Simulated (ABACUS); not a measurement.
# TePb (Fm-3m) in ABACUS: a series of runs, part 2 of 2

ABACUS 3.10.1. Earlier steps stand in the parts before.

## (4) Single point, TPSS

Input file run_abacus.py:

```python
"""ABACUS run from a structure file: ASE reads it, the script writes STRU, KPT and INPUT."""
import re
import subprocess
import spglib
from ase import Atoms
from ase.io import read
from ase.units import Bohr

atoms = read("TePb.cif")
cell, frac, numbers = spglib.standardize_cell((atoms.cell[:], atoms.get_scaled_positions(), atoms.numbers), to_primitive=True, symprec=1e-4)
atoms = Atoms(numbers=numbers, cell=cell, scaled_positions=frac, pbc=True)  # the primitive cell
atoms = atoms[(-atoms.numbers).argsort(kind="stable")]  # ABACUS lists atoms element by element
pseudo = {'Pb': 'Pb_ONCV_PBE-1.2.upf', 'Te': 'Te_ONCV_PBE-1.2.upf'}
orbital = {}
magmoms = None
kmesh = [4, 4, 4]
params = {
    'suffix': 'TePb',
    'calculation': 'scf',
    'basis_type': 'pw',
    'pseudo_dir': './',
    'symmetry': 1,
    'dft_functional': 'MGGA_X_TPSS+MGGA_C_TPSS',
    'ecutwfc': 96,
    'pseudo_rcut': 10,
    'nspin': 1,
    'nbands': 25,
    'ks_solver': 'dav',
    'smearing_method': 'fd',
    'smearing_sigma': 0.00367493,
    'scf_thr': 1e-08,
    'scf_nmax': 100,
    'mixing_type': 'broyden',
    'mixing_beta': 0.7,
    'cal_force': 1,
    'cal_stress': 1,
    'mixing_tau': 1,
    'out_chg': 1,
    'kpar': 4,
}

symbols = atoms.get_chemical_symbols()
elements = list(dict.fromkeys(symbols))
lines = ["ATOMIC_SPECIES"] + [f"{e} {atoms.get_masses()[symbols.index(e)]:.4f} {pseudo[e]}" for e in elements]
if orbital:
    lines += ["", "NUMERICAL_ORBITAL"] + [orbital[e] for e in elements]
lines += ["", "LATTICE_CONSTANT", f"{1 / Bohr:.10f}", "", "LATTICE_VECTORS"]
lines += [" ".join(f"{x:.10f}" for x in v) for v in atoms.cell]
lines += ["", "ATOMIC_POSITIONS", "Direct"]
for e in elements:
    lines += ["", e, "0.0", str(symbols.count(e))]
    for i, p in enumerate(atoms.get_scaled_positions(wrap=False)):
        if symbols[i] == e:
            mag = "" if magmoms is None else " mag " + " ".join(str(x) for x in (magmoms[i] if isinstance(magmoms[i], list) else [magmoms[i]]))
            lines.append(" ".join(f"{x:.10f}" for x in p) + " 1 1 1" + mag)
open("STRU", "w").write("\n".join(lines) + "\n")
open("KPT", "w").write("K_POINTS\n0\nGamma\n%d %d %d 0 0 0\n" % tuple(kmesh))
open("INPUT", "w").write("INPUT_PARAMETERS\n" + "".join(f"{k:<20s}{v}\n" for k, v in params.items()))

done = subprocess.run(['mpirun', '-np', '4', 'abacus'])
if done.returncode:
    raise SystemExit(done.returncode)
log = open("OUT.TePb/running_scf.log").read()
print("final energy (eV):", re.findall(r"FINAL_ETOT_IS (\S+)", log))
```

Input file TePb.cif:

```cif
data_TePb
_cell_length_a 6.46200000
_cell_length_b 6.46200000
_cell_length_c 6.46200000
_cell_angle_alpha 90.00000000
_cell_angle_beta 90.00000000
_cell_angle_gamma 90.00000000
_space_group_name_H-M_alt 'Fm-3m'
_space_group_name_Hall '-F 4 2 3'
_space_group_IT_number 225
loop_
_space_group_symop_operation_xyz
'x,y,z'
'-x,-y,-z'
'-y,x,z'
'y,-x,-z'
'-x,-y,z'
'x,y,-z'
'y,-x,z'
'-y,x,-z'
'x,-y,-z'
'-x,y,z'
'-y,-x,-z'
'y,x,z'
'-x,y,-z'
'x,-y,z'
'y,x,-z'
'-y,-x,z'
'z,x,y'
'-z,-x,-y'
'z,-y,x'
'-z,y,-x'
'z,-x,-y'
'-z,x,y'
'z,y,-x'
'-z,-y,x'
'-z,x,-y'
'z,-x,y'
'-z,-y,-x'
'z,y,x'
'-z,-x,y'
'z,x,-y'
'-z,y,x'
'z,-y,-x'
'y,z,x'
'-y,-z,-x'
'x,z,-y'
'-x,-z,y'
'-y,z,-x'
'y,-z,x'
'-x,z,y'
'x,-z,-y'
'-y,-z,x'
'y,z,-x'
'-x,-z,-y'
'x,z,y'
'y,-z,-x'
'-y,z,x'
'x,-z,y'
'-x,z,-y'
'x,y+1/2,z+1/2'
'-x,-y+1/2,-z+1/2'
'-y,x+1/2,z+1/2'
[... 62 lines left out ...]
'-z+1/2,-x,-y+1/2'
'z+1/2,-y,x+1/2'
'-z+1/2,y,-x+1/2'
'z+1/2,-x,-y+1/2'
'-z+1/2,x,y+1/2'
'z+1/2,y,-x+1/2'
'-z+1/2,-y,x+1/2'
'-z+1/2,x,-y+1/2'
'z+1/2,-x,y+1/2'
'-z+1/2,-y,-x+1/2'
'z+1/2,y,x+1/2'
'-z+1/2,-x,y+1/2'
'z+1/2,x,-y+1/2'
'-z+1/2,y,x+1/2'
'z+1/2,-y,-x+1/2'
'y+1/2,z,x+1/2'
'-y+1/2,-z,-x+1/2'
'x+1/2,z,-y+1/2'
'-x+1/2,-z,y+1/2'
'-y+1/2,z,-x+1/2'
'y+1/2,-z,x+1/2'
'-x+1/2,z,y+1/2'
'x+1/2,-z,-y+1/2'
'-y+1/2,-z,x+1/2'
'y+1/2,z,-x+1/2'
'-x+1/2,-z,-y+1/2'
'x+1/2,z,y+1/2'
'y+1/2,-z,-x+1/2'
'-y+1/2,z,x+1/2'
'x+1/2,-z,y+1/2'
'-x+1/2,z,-y+1/2'
'x+1/2,y+1/2,z'
'-x+1/2,-y+1/2,-z'
'-y+1/2,x+1/2,z'
'y+1/2,-x+1/2,-z'
'-x+1/2,-y+1/2,z'
'x+1/2,y+1/2,-z'
'y+1/2,-x+1/2,z'
'-y+1/2,x+1/2,-z'
'x+1/2,-y+1/2,-z'
'-x+1/2,y+1/2,z'
'-y+1/2,-x+1/2,-z'
'y+1/2,x+1/2,z'
'-x+1/2,y+1/2,-z'
'x+1/2,-y+1/2,z'
'y+1/2,x+1/2,-z'
'-y+1/2,-x+1/2,z'
'z+1/2,x+1/2,y'
'-z+1/2,-x+1/2,-y'
'z+1/2,-y+1/2,x'
'-z+1/2,y+1/2,-x'
'z+1/2,-x+1/2,-y'
'-z+1/2,x+1/2,y'
'z+1/2,y+1/2,-x'
'-z+1/2,-y+1/2,x'
'-z+1/2,x+1/2,-y'
'z+1/2,-x+1/2,y'
'-z+1/2,-y+1/2,-x'
'z+1/2,y+1/2,x'
'-z+1/2,-x+1/2,y'
'z+1/2,x+1/2,-y'
'-z+1/2,y+1/2,x'
'z+1/2,-y+1/2,-x'
'y+1/2,z+1/2,x'
'-y+1/2,-z+1/2,-x'
'x+1/2,z+1/2,-y'
'-x+1/2,-z+1/2,y'
'-y+1/2,z+1/2,-x'
'y+1/2,-z+1/2,x'
'-x+1/2,z+1/2,y'
'x+1/2,-z+1/2,-y'
'-y+1/2,-z+1/2,x'
'y+1/2,z+1/2,-x'
'-x+1/2,-z+1/2,-y'
'x+1/2,z+1/2,y'
'y+1/2,-z+1/2,-x'
'-y+1/2,z+1/2,x'
'x+1/2,-z+1/2,y'
'-x+1/2,z+1/2,-y'
loop_
_atom_site_label
_atom_site_type_symbol
_atom_site_symmetry_multiplicity
_atom_site_Wyckoff_symbol
_atom_site_fract_x
_atom_site_fract_y
_atom_site_fract_z
_atom_site_occupancy
Pb1 Pb 4 a 0.0000000000 0.0000000000 0.0000000000 1
Te1 Te 4 b 0.5000000000 0.0000000000 0.0000000000 1
```

The run is started by

```
OMP_NUM_THREADS=1 python run_abacus.py > log
```

Wall time 43 s (4 MPI ranks of Intel Xeon Platinum 8259CL at 2.50GHz (Skylake/Cascade Lake), shared host); peak memory 0.64 GiB.

Results (log left out):

* Free energy: -3909.1523 eV
* Pressure: 1.3 GPa
* Band gap on the k mesh: 0.82 eV, direct

Levels at points of the mesh, in eV from the valence-band top:
```csv
k point,band 13,band 14,band 15,band 16,band 17,band 18
"(0.00, 0.00, 0.00)",-1.27,-1.27,-1.27,4.23,4.23,4.23
"(0.50, 0.50, 0.50)",-0.83,-0.83,0.00,0.82,1.44,1.44
"(0.50, 0.50, 0.00)",-4.49,-2.74,-2.74,3.35,5.62,5.62
```

Caveat: the k mesh is coarse (spacing up to 0.42 Å⁻¹), so the values aren't converged; the potentials were made for another functional, which shifts forces and pressure; spin-orbit coupling is left out, which as a rule narrows the gap of such compounds by several tenths of an eV. A k mesh can miss the band edges.

## (5) Relaxation of cell and atoms, TPSS

run_abacus.py, as its differences from that of step 4:

```diff
@@ -18,3 +18,3 @@
     'suffix': 'TePb',
-    'calculation': 'scf',
+    'calculation': 'cell-relax',
     'basis_type': 'pw',
@@ -26,3 +26,3 @@
     'nspin': 1,
-    'nbands': 25,
+    'nbands': 19,
     'ks_solver': 'dav',
@@ -37,3 +37,7 @@
     'mixing_tau': 1,
-    'out_chg': 1,
+    'relax_nmax': 60,
+    'force_thr_ev': 0.01,
+    'relax_method': 'cg',
+    'out_stru': 1,
+    'stress_thr': 0.5,
     'kpar': 4,
@@ -62,3 +66,3 @@
     raise SystemExit(done.returncode)
-log = open("OUT.TePb/running_scf.log").read()
+log = open("OUT.TePb/running_cell-relax.log").read()
 print("final energy (eV):", re.findall(r"FINAL_ETOT_IS (\S+)", log))
```

TePb.cif is that of step 4.

The run is started by

```
OMP_NUM_THREADS=1 python run_abacus.py > log
```

It took 73 s on 4 MPI ranks of Intel Xeon Platinum 8259CL at 2.50GHz (Skylake/Cascade Lake), shared host; peak memory 0.64 GiB.

It converged, with:

```yaml
Free_energy: -3909.1608 eV
Relaxed_volume: 34.77 Å³/atom
Relaxed_cell: a = 4.616 Å, b = 4.616 Å, c = 4.616 Å, α = 60.00°, β = 60.00°, γ = 60.00°
Space_group_after_relaxing_to_0.05_Å: Fm-3m (No. 225)
Energy_gained_by_relaxing: 4.2 meV/atom
Ionic_steps: 3
Pressure_after_relaxing: 0.0 GPa
Band_gap_on_the_k_mesh: 0.89 eV, direct
```

The path:
```
step  energy change (eV)  largest force (eV/Å)  pressure (GPa)  volume (Å³)
   1              0.0000                0.0000            1.33        67.46
   2             -0.0073                0.0000           -0.45        70.34
   3             -0.0084                0.0000            0.00        69.54
```

Final structure:
```
Pb Te
1.0
     0.00000    3.26386    3.26386
     3.26386    0.00000    3.26386
     3.26386    3.26386    0.00000
Pb Te
1 1
Direct
  0.00000 0.00000 0.00000
  0.50000 0.50000 0.50000
```

Levels at points of the mesh, in eV from the valence-band top:
| k point | band 12 | band 13 | band 14 | band 15 | band 16 | band 17 | band 18 | band 19 |
| --- | --- | --- | --- | --- | --- | --- | --- | --- |
| (0.00, 0.00, 0.00) | -5.67 | -1.15 | -1.15 | -1.15 | 4.20 | 4.20 | 4.20 | 6.10 |
| (0.50, 0.50, 0.50) | -8.43 | -0.73 | -0.73 | 0.00 | 0.89 | 1.52 | 1.52 | 8.43 |
| (0.50, 0.50, 0.00) | -7.24 | -4.24 | -2.56 | -2.56 | 3.49 | 5.52 | 5.52 | 6.65 |

Caveat: the k mesh is coarse (spacing up to 0.42 Å⁻¹), so the values aren't converged; the potentials were made for another functional, which shifts forces and pressure; spin-orbit coupling is left out, which as a rule narrows the gap of such compounds by several tenths of an eV. A k mesh can miss the band edges.

## (6) Summary

```tsv
task	level	potentials or basis	cell	k mesh	cutoff (eV)	max steps of the relaxation	force threshold	optimiser	stress threshold	mesh quality	gap on the mesh (eV)	pressure (GPa)
single point	PBEsol	GBRV ultrasoft 1.5 PBEsol, plane waves	as given	6 × 6 × 6	544	-	-	-	-	not flagged	0.64	-0.5
single point	WC	SG15 ONCV 1.2 PBE, plane waves	as given	6 × 6 × 6	1129	-	-	-	-	not flagged	0.65	-0.3
single point	TPSS	SG15 ONCV 1.2 PBE, plane waves	as given	4 × 4 × 4	1306	-	-	-	-	coarse	0.82	1.3
relaxation of cell and atoms	TPSS	SG15 ONCV 1.2 PBE, plane waves	relaxed	4 × 4 × 4	1306	60	0.01 eV/Å	cg	0.5 kbar	coarse	0.89	0.0
```

Alike in all rows: no spin polarisation; smearing fermi-dirac 0.05 eV.

Caveats: some runs use coarse meshes; spin-orbit coupling is left out, which as a rule narrows the gap of such compounds by several tenths of an eV; the potentials were made for another functional, which shifts forces and pressure (some runs).

Absolute energies hang on the potentials; compare differences alone.

## (7) Against experiment

Step 2. Against the measured gap of TePb, 0.19 eV (direct; 4.2 K; a printed reference work, monograph), the calculated 0.64 eV is off by +0.45 eV. Spin-orbit coupling on Pb, Te is left out. The value is that of PBEsol on a finite k mesh, which can miss the band edges, without temperature or zero-point motion.

Step 3. Against the measured gap of TePb, 0.19 eV (direct; 4.2 K; a printed reference work, monograph), the calculated 0.65 eV is off by +0.46 eV. Spin-orbit coupling on Pb, Te is left out. The value is that of WC on a finite k mesh, which can miss the band edges, without temperature or zero-point motion.
